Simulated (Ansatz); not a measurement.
A 20-atom cell of LaScO₃ (Pnma) from a materials database at its r2SCAN geometry, run in the PAW code Ansatz at 2 levels of theory. Non-magnetic throughout; all numbers are computed.

The PBE+SOC input:
```yaml
crystal:
  lattice:
    - [5.795904126, 0.0, 0.0]
    - [0.0, 8.0960934062, 0.0]
    - [0.0, 0.0, 5.6783845525]
  atoms:
    - { symbol: La, position: [0.9560935503, 0.25, 0.0109150152] }
    - { symbol: La, position: [0.5439064497, 0.75, 0.5109150152] }
    - { symbol: La, position: [0.4560935503, 0.25, 0.4890849848] }
    - { symbol: La, position: [0.0439064497, 0.75, 0.9890849848] }
    - { symbol: Sc, position: [0.5, 0.0, 0.0] }
    - { symbol: Sc, position: [0.0, 0.0, 0.5] }
    - { symbol: Sc, position: [0.0, 0.5, 0.5] }
    - { symbol: Sc, position: [0.5, 0.5, 0.0] }
    - { symbol: O, position: [0.5321522222, 0.25, 0.9020175312] }
    - { symbol: O, position: [0.9678477778, 0.75, 0.4020175312] }
    - { symbol: O, position: [0.0321522222, 0.25, 0.5979824688] }
    - { symbol: O, position: [0.4678477778, 0.75, 0.0979824688] }
    - { symbol: O, position: [0.2958309834, 0.9478736458, 0.7042926353] }
    - { symbol: O, position: [0.2041690166, 0.0521263542, 0.2042926353] }
    - { symbol: O, position: [0.7958309834, 0.5521263542, 0.7957073647] }
    - { symbol: O, position: [0.7041690166, 0.4478736458, 0.2957073647] }
    - { symbol: O, position: [0.7041690166, 0.0521263542, 0.2957073647] }
    - { symbol: O, position: [0.7958309834, 0.9478736458, 0.7957073647] }
    - { symbol: O, position: [0.2041690166, 0.4478736458, 0.2042926353] }
    - { symbol: O, position: [0.2958309834, 0.5521263542, 0.7042926353] }
kpoints:
  mp_grid: { grid: [4, 4, 4] }
  band_path:
    path:
      - [0.0, 0.0, 0.0]
      - [0.5, 0.0, 0.0]
      - [0.5, 0.5, 0.0]
      - [0.0, 0.5, 0.0]
      - [0.0, 0.0, 0.5]
      - [0.5, 0.0, 0.5]
      - [0.5, 0.5, 0.5]
      - [0.0, 0.5, 0.5]
    npoints: 1
hamiltonian:
  xc: pbe
scf:
  occupations: { method: fixed }
  n_extra_bands: 18
magnetization:
  noncollinear: true
  spin_orbit: true
output:
  forces: true
  stress: true
  eigenvalues: true
```

Main results, then, where recorded, the levels near the gap in eV from the Fermi energy (columns number the bands from 0), one row a point of the path (Γ, X, S, Y, Z, U, R, T):
```
Crystal: 20 atoms, lattice volume = 266.454 Å³
Symmetry: 8 space group operations + 8 with time reversal
Magnetic group: BNS 62.442 (UNI 540)
```
```
Basis set: ecut = 420 eV, 5247 PW (Γ)
k-points: 27 of 64
SCF 1 converged in 10 iterations: F = -40414.937401 eV  dr2 = 6.03e-9
Free energy (F): -40414.937401 eV
Fermi energy:    9.983788 eV
--- Forces (eV/Å), atoms counted from 1 ---
  atom   1  La    -0.00244      0.00000    -0.00119
  atom   2  La      0.00244      0.00000    -0.00119
  atom   3  La    -0.00244      0.00000      0.00119
  atom   4  La      0.00244      0.00000      0.00119
  atom   5  Sc      0.00000      0.00000      0.00000
  atom   6  Sc      0.00000      0.00000      0.00000
  atom   7  Sc      0.00000      0.00000      0.00000
  atom   8  Sc      0.00000      0.00000      0.00000
  atom   9  O       0.03739      0.00000    -0.07838
  atom  10  O     -0.03739      0.00000    -0.07838
  atom  11  O       0.03739      0.00000      0.07838
  atom  12  O     -0.03739      0.00000      0.07838
  atom  13  O       0.03424    -0.05740    -0.03095
  atom  14  O     -0.03424      0.05740    -0.03095
  atom  15  O       0.03424      0.05740      0.03095
  atom  16  O     -0.03424    -0.05740      0.03095
  atom  17  O     -0.03424      0.05740      0.03095
  atom  18  O       0.03424    -0.05740      0.03095
  atom  19  O     -0.03424    -0.05740    -0.03095
  atom  20  O       0.03424      0.05740    -0.03095
--- Stress (GPa, compression-positive) ---
        2.361094       0.000000       0.000000
        0.000000       2.429305       0.000000
        0.000000       0.000000       2.301860
  P = ⅓ Tr σ = 2.3641 GPa (23.641 kbar)
```

The PBE+SOC gap is direct at Γ: 3.92 eV.

**Question.** Another run on the same cell gave
```
Basis set: ecut = 500 eV, 6769 PW (Γ)
k-points: 27 of 64
SCF 1 converged in 8 iterations: F = -40489.599350 eV  dr2 = 2.03e-8
Free energy (F): -40489.599350 eV
Fermi energy:    9.662257 eV
--- Forces (eV/Å), atoms counted from 1 ---
  atom   1  La      0.00023      0.00000    -0.00060
  atom   2  La    -0.00023      0.00000    -0.00060
  atom   3  La      0.00023      0.00000      0.00060
  atom   4  La    -0.00023      0.00000      0.00060
  atom   5  Sc      0.00000      0.00000      0.00000
  atom   6  Sc      0.00000      0.00000      0.00000
  atom   7  Sc      0.00000      0.00000      0.00000
  atom   8  Sc      0.00000      0.00000      0.00000
  atom   9  O     -0.00009      0.00000    -0.00021
  atom  10  O       0.00009      0.00000    -0.00021
  atom  11  O     -0.00009      0.00000      0.00021
  atom  12  O       0.00009      0.00000      0.00021
  atom  13  O       0.00009      0.00027    -0.00037
  atom  14  O     -0.00009    -0.00027    -0.00037
  atom  15  O       0.00009    -0.00027      0.00037
  atom  16  O     -0.00009      0.00027      0.00037
  atom  17  O     -0.00009    -0.00027      0.00037
  atom  18  O       0.00009      0.00027      0.00037
  atom  19  O     -0.00009      0.00027    -0.00037
  atom  20  O       0.00009    -0.00027    -0.00037
--- Stress (GPa, compression-positive) ---
       -0.006029       0.000000       0.000000
        0.000000       0.017070       0.000000
        0.000000       0.000000      -0.000335
  P = ⅓ Tr σ = 0.0036 GPa (0.036 kbar)
```
```tsv
band_77	band_78	band_79	band_80	band_81	band_82
-0.150	-0.025	0.000	4.497	4.758	4.879
-0.435	-0.090	-0.090	5.069	5.069	5.196
-0.249	-0.249	-0.249	5.162	5.162	5.162
-0.233	-0.174	-0.174	4.819	4.819	5.146
-0.296	-0.121	-0.121	4.952	4.952	5.194
-0.287	-0.252	-0.252	4.773	4.773	5.176
-0.253	-0.253	-0.253	5.024	5.024	5.024
-0.284	-0.151	-0.151	5.058	5.058	5.087
```
Which level of theory and mesh gave it?

**Answer.** It is r2SCAN, on 4×4×4; the blocks that differ from the first input, but for the band path:
```yaml
hamiltonian:
  xc: r2scan
scf:
  occupations: { method: fixed }
  n_extra_bands: 9
```
(magnetization left out)
With r2SCAN the gap is 4.50 eV and direct, at Γ. The mean stress is close to zero (0.00 GPa).

Totals of different functionals, or with and without spin-orbit coupling, can't be compared.

Only the levels marked +SOC include spin-orbit coupling.
